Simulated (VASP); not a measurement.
# BeTe in VASP: one cell, several levels of theory, part 1 of 2

Aim: gap, levels, forces and stress of BeTe in the zincblende structure, under +2.0 % strain along z alone at fixed geometry. Runs: PBE, r2SCAN. The results are then set beside those of Ansatz 0.2.0 for the same cell.

The runs shown are made with VASP 6.6.1. PAW datasets, plane waves. Spin-unpolarised throughout; all numbers are computed.

## 1. The structure to begin with

The cell comes from an earlier relaxation with r2SCAN in another program, then strained, with the atoms relaxed again.

Space group I-4m2 (No. 119), tetragonal; a = 4.000 Å, c = 5.770 Å in the conventional setting, 23.08 Å³ an atom. Around Be lie 4 Te at 2.47 Å; around Te lie 4 Be at 2.47 Å.

As a file:

```xyz
2
Lattice="0.0000 2.8286 2.8852 2.8286 0.0000 2.8852 2.8286 2.8286 0.0000" Properties=species:S:1:pos:R:3 pbc="T T T"
Be    0.0000    0.0000    0.0000
Te    1.4143    1.4143    1.4426
```

## 2. Single point with PBE

Contents of INCAR:

```
ENCUT = 520.000000
SIGMA = 0.020000
EDIFF = 1.00e-07
GGA = PE
PREC = Accurate
IBRION = -1
ISIF = 2
ISMEAR = -1
NBANDS = 11
NELM = 120
NSW = 0
LASPH = .TRUE.
LCHARG = .FALSE.
LWAVE = .FALSE.
LREAL = .FALSE.
```

Contents of KPOINTS:

```
KPOINTS created by Atomic Simulation Environment
0
Gamma
8 8 8
0 0 0
```

Contents of KPOINTS_OPT:

```
special points
7
Reciprocal
0.0000000000 0.0000000000 0.0000000000 1
-0.5000000000 -0.5000000000 0.0000000000 1
-0.3750000000 -0.3750000000 0.2500000000 1
-0.3750000000 0.0000000000 0.3750000000 1
0.0000000000 0.0000000000 0.5000000000 1
-0.5000000000 -0.2500000000 0.2500000000 1
0.0000000000 0.5000000000 0.5000000000 1
```

Contents of POSCAR:

```
Be Te
 1.0000000000000000
     0.0000000000000000    2.8286236223999999    2.8851960947999999
     2.8286236223999999    0.0000000000000000    2.8851960947999999
     2.8286236223999999    2.8286236223999999    0.0000000000000000
 Be  Te
   1   1
Cartesian
  0.0000000000000000  0.0000000000000000  0.0000000000000000
  1.4143118111999997  1.4143118111999997  1.4425980474000000
```

The run uses the recommended PBE PAW datasets (8 valence electrons a neutral cell).

Started as:

```sh
$ mpirun -np 1 vasp_std
```

Standard output, without the iteration lines:

```text
POSCAR found type information on POSCAR BeTe
 POSCAR found :  2 types and       2 ions
 LDA part: xc-table for (Slater+PW92), standard interpolation
 POSCAR, INCAR and KPOINTS ok, starting setup
 FFT: planning ... GRIDC
 FFT: planning ... GRID_SOFT
 FFT: planning ... GRID
 WAVECAR not read
 entering main loop
 Start KPOINTS_OPT (optional k-point list driver)
k-point batch [1-7\7]
```

OSZICAR:

```text
N       E                     dE             d eps       ncg     rms          rms(c)
DAV:   1     0.191588087192E+02    0.19159E+02   -0.32141E+03  1298   0.579E+02
DAV:   2    -0.659665082604E+01   -0.25755E+02   -0.24753E+02  1682   0.914E+01
DAV:   3    -0.771777646957E+01   -0.11211E+01   -0.11188E+01  1734   0.203E+01
DAV:   4    -0.772910236408E+01   -0.11326E-01   -0.11325E-01  1539   0.228E+00
DAV:   5    -0.772933437177E+01   -0.23201E-03   -0.23201E-03  1647   0.321E-01    0.393E+00
DAV:   6    -0.764549551299E+01    0.83839E-01   -0.95520E-02  1507   0.123E+00    0.237E+00
DAV:   7    -0.761964363520E+01    0.25852E-01   -0.88344E-02  1510   0.130E+00    0.422E-01
DAV:   8    -0.762038476311E+01   -0.74113E-03   -0.55219E-03  1481   0.422E-01    0.712E-02
DAV:   9    -0.762062907901E+01   -0.24432E-03   -0.30249E-04  1560   0.102E-01    0.277E-02
DAV:  10    -0.762069152622E+01   -0.62447E-04   -0.76430E-05  1462   0.449E-02    0.142E-02
DAV:  11    -0.762069417591E+01   -0.26497E-05   -0.25626E-06  1688   0.950E-03    0.909E-03
DAV:  12    -0.762069628496E+01   -0.21091E-05   -0.44807E-06  1388   0.120E-02    0.483E-03
DAV:  13    -0.762069633557E+01   -0.50615E-07   -0.29437E-08  1588   0.124E-03
   1 F= -.76206963E+01 E0= -.76206963E+01  d E =-.109471E-10
       N       E                     dE             ncg
DAV:   1     0.831992054384E+03   -0.15202E+04      154
DAV:   2     0.645765903980E+03   -0.18623E+03      221
DAV:   3     0.635297205350E+03   -0.10469E+02      217
DAV:   4     0.635152118820E+03   -0.14509E+00      194
DAV:   5     0.635150320462E+03   -0.17984E-02      201
DAV:   6     0.635150268691E+03   -0.51771E-04      194
DAV:   7     0.635150266652E+03   -0.20392E-05      209
DAV:   8     0.635150266588E+03   -0.63863E-07      177
```

The lines after F= are the extra pass for the points of KPOINTS_OPT, at fixed density; their E is not a total energy.

Parts of OUTCAR:

```text
k-points           NKPTS =     59   k-points in BZ     NKDIM =     59   number of bands    NBANDS=     11

   NELECT =       8.0000    total number of electrons

   dimension x,y,z NGX =    30 NGY =   30 NGZ =   30
   dimension x,y,z NGXF=    60 NGYF=   60 NGZF=   60

  energy-cutoff  :      520.00
  volume of cell :       46.17
      direct lattice vectors                 reciprocal lattice vectors
     0.000000000  2.828623622  2.885196095    -0.176764415  0.176764415  0.173298446
     2.828623622  0.000000000  2.885196095     0.176764415 -0.176764415  0.173298446
     2.828623622  2.828623622  0.000000000     0.176764415  0.176764415 -0.173298446

 k-points in reciprocal lattice and weights: KPOINTS created by Atomic Simulation Env
   0.00000000  0.00000000  0.00000000       0.002
   0.12500000 -0.00000000  0.00000000       0.016
   0.25000000 -0.00000000  0.00000000       0.016
   0.37500000 -0.00000000  0.00000000       0.016
   0.50000000 -0.00000000  0.00000000       0.008
   0.12500000  0.12500000  0.00000000       0.004
   0.25000000  0.12500000  0.00000000       0.016
   0.37500000  0.12500000  0.00000000       0.016
[... 51 more k-points ...]

 E-fermi :   5.1562

 k-point     1 :       0.0000    0.0000    0.0000
  band No.  band energies     occupation
      1      -7.3517      2.00000
      2       4.6591      2.00000
      3       4.7663      2.00000
      4       4.7663      2.00000
      5       8.3097      0.00000
      6       8.3551      0.00000
      7       8.3551      0.00000
      8       8.3964      0.00000
      9      12.9980      0.00000
     10      14.7054      0.00000
     11      15.0969      0.00000

 k-point     2 :       0.1250   -0.0000    0.0000
  band No.  band energies     occupation
      1      -7.2111      2.00000
      2       3.4567      2.00000
      3       4.4659      2.00000
      4       4.5543      2.00000
      5       8.2015      0.00000
      6       8.6843      0.00000
      7       8.7081      0.00000
      8       9.6555      0.00000
      9      13.4221      0.00000
     10      13.8802      0.00000
     11      14.1511      0.00000

 k-point     3 :       0.2500   -0.0000    0.0000
  band No.  band energies     occupation
      1      -6.8251      2.00000
      2       1.5239      2.00000
      3       4.0307      2.00000
      4       4.1549      2.00000
      5       7.9613      0.00000
      6       9.2001      0.00000
      7       9.2245      0.00000
      8      11.5874      0.00000
      9      13.6170      0.00000
     10      13.7981      0.00000
     11      13.8223      0.00000

 k-point     4 :       0.3750   -0.0000    0.0000
  band No.  band energies     occupation
      1      -6.3389      2.00000
      2       0.0051      2.00000
      3       3.6933      2.00000
      4       3.8459      2.00000
      5       7.7733      0.00000
      6       9.3176      0.00000
      7       9.4042      0.00000
      8      12.5609      0.00000
      9      14.2993      0.00000
     10      14.7134      0.00000
     11      14.8092      0.00000

 k-point     5 :       0.5000   -0.0000    0.0000
  band No.  band energies     occupation
      1      -6.0886      2.00000
      2      -0.6003      2.00000
      3       3.5717      2.00000
      4       3.7349      2.00000
      5       7.7059      0.00000
      6       9.2883      0.00000
      7       9.3923      0.00000
      8      12.5603      0.00000
      9      15.4982      0.00000
     10      16.0355      0.00000
     11      16.2101      0.00000

 k-point     6 :       0.1250    0.1250    0.0000
  band No.  band energies     occupation
      1      -7.1693      2.00000
      2       3.5835      2.00000
      3       4.1580      2.00000
      4       4.1580      2.00000
      5       8.0383      0.00000
      6       9.2620      0.00000
      7       9.2620      0.00000
      8       9.3182      0.00000
      9      12.6618      0.00000
     10      13.7639      0.00000
     11      15.3293      0.00000

 k-point     7 :       0.2500    0.1250    0.0000
  band No.  band energies     occupation
      1      -6.8678      2.00000
      2       2.0842      2.00000
      3       3.7088      2.00000
      4       3.7688      2.00000
      5       8.1660      0.00000
      6       9.1494      0.00000
      7       9.9935      0.00000
      8      10.4632      0.00000
      9      12.8962      0.00000
     10      14.4453      0.00000
     11      14.9878      0.00000

 k-point     8 :       0.3750    0.1250    0.0000
  band No.  band energies     occupation
      1      -6.4050      2.00000
      2       0.5173      2.00000
      3       3.2512      2.00000
      4       3.4472      2.00000
      5       8.3020      0.00000
      6       9.2290      0.00000
      7      10.2263      0.00000
      8      11.2540      0.00000
      9      14.4336      0.00000
     10      14.6115      0.00000
     11      15.5069      0.00000

 k-point     9 :       0.5000    0.1250    0.0000
  band No.  band energies     occupation
      1      -6.0415      2.00000
      2      -0.3923      2.00000
      3       2.8469      2.00000
      4       3.4483      2.00000
      5       8.3071      0.00000
      6       9.2461      0.00000
      7      10.0181      0.00000
      8      12.5578      0.00000
      9      14.4081      0.00000
     10      15.9790      0.00000
     11      16.1016      0.00000

 k-point    10 :      -0.3750    0.1250    0.0000
  band No.  band energies     occupation
      1      -6.1181      2.00000
      2      -0.2077      2.00000
      3       2.6991      2.00000
      4       3.7032      2.00000
      5       8.3999      0.00000
      6       9.4057      0.00000
      7       9.7391      0.00000
      8      12.6117      0.00000
      9      14.2958      0.00000
     10      14.4528      0.00000
     11      16.2517      0.00000

 k-point    11 :      -0.2500    0.1250    0.0000
  band No.  band energies     occupation
      1      -6.5511      2.00000
      2       0.9618      2.00000
      3       2.8720      2.00000
      4       4.1318      2.00000
      5       8.5578      0.00000
      6       9.3493      0.00000
      7       9.5946      0.00000
      8      11.4062      0.00000
      9      13.1084      0.00000
     10      14.4097      0.00000
     11      15.6554      0.00000

[... the tables of k-points 12 to 59 left out ...]

  Total       -0.1042927     -0.1042927     -0.4532992      0.0000000      0.0000000     -0.0000000
  in kB       -3.6191682     -3.6191682    -15.7304032      0.0000000      0.0000000     -0.0000000
  external PRESSURE =      -7.6562465 kB  Pullay stress =       0.0000000 kB

 POSITION                                       TOTAL-FORCE (eV/Angst)
 -----------------------------------------------------------------------------------
      0.00000      0.00000      0.00000         0.000000      0.000000      0.000000
      1.41431      1.41431      1.44260        -0.000000     -0.000000     -0.000000
 -----------------------------------------------------------------------------------
    total drift:                                0.000000      0.000000      0.000000

  FREE ENERGIE OF THE ION-ELECTRON SYSTEM (eV)
  ---------------------------------------------------
  free  energy   TOTEN  =        -7.6206963356 eV

  energy  without entropy=       -7.6206963356  energy(sigma->0) =       -7.62069634
```

Hardware: 1 MPI rank of Intel Xeon Platinum 8488C, shared host.

The levels at the points of KPOINTS_OPT are read from vasprun.xml.

Band energies at the special points (eV, zero at the top of v, the last band that the electrons fill by count):

```
point    v−1      v     c   c+1
    Γ   0.00   0.00  3.54  3.59
    X  -2.47  -2.47  2.10  2.78
    U  -3.73  -2.07  2.82  5.35
    K  -3.73  -2.21  2.67  5.12
    L  -1.19  -1.03  2.94  4.52
    W  -3.55  -3.09  5.27  5.56
```

Gap with PBE: 1.98 eV, valence top at Γ, conduction bottom at (0.50, 0.00, 0.50). Least direct gap: 3.54 eV. Pressure: -0.77 GPa; the forces vanish within 0.01 eV/Å.

(Continued in part 2 of 2.)
